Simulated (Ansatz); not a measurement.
Space group Fm-3m (No. 225). a = 4.037 Å, b = 4.037 Å, c = 4.037 Å, α = 90.00°, β = 90.00°, γ = 90.00°
```csv
atom,site,symmetry,x,y,z
W,4a,m-3m,0.0000,0.0000,0.0000
```

Equation of state of this W structure (not necessarily the ground state), with shape and atoms relaxed at each volume where symmetry leaves them free. It has no gap at any of these volumes. Method: DFT PBE, scalar-relativistic, plane waves, PAW (Ansatz).

Settings: cutoff 420 eV, Γ-centred mesh 18×18×18 on the computed 1-atom cell, Gaussian smearing of 0.10 eV; no spin polarisation.

```json
{"V (Å³/atom)": "14.474", "E − E(largest V) (meV/atom)": "133.35", "P (GPa)": "46.66"}
{"V (Å³/atom)": "14.968", "E − E(largest V) (meV/atom)": "12.16", "P (GPa)": "32.23"}
{"V (Å³/atom)": "15.461", "E − E(largest V) (meV/atom)": "-67.15", "P (GPa)": "19.74"}
{"V (Å³/atom)": "15.955", "E − E(largest V) (meV/atom)": "-110.77", "P (GPa)": "9.13"}
{"V (Å³/atom)": "16.448", "E − E(largest V) (meV/atom)": "-124.40", "P (GPa)": "0.01"}
{"V (Å³/atom)": "16.942", "E − E(largest V) (meV/atom)": "-111.98", "P (GPa)": "-7.90"}
{"V (Å³/atom)": "17.435", "E − E(largest V) (meV/atom)": "-76.85", "P (GPa)": "-14.73"}
{"V (Å³/atom)": "18.093", "E − E(largest V) (meV/atom)": "0.00", "P (GPa)": "-22.32"}
```

Q: Fit a third-order Birch–Murnaghan equation to E(V).

A: V0 = 16.44 Å³/atom, B0 = 283 GPa, B0' = 4.0.

Spin-orbit coupling is left out, which matters for the bands of heavy elements.

This fcc form isn't the element's structure at ambient conditions.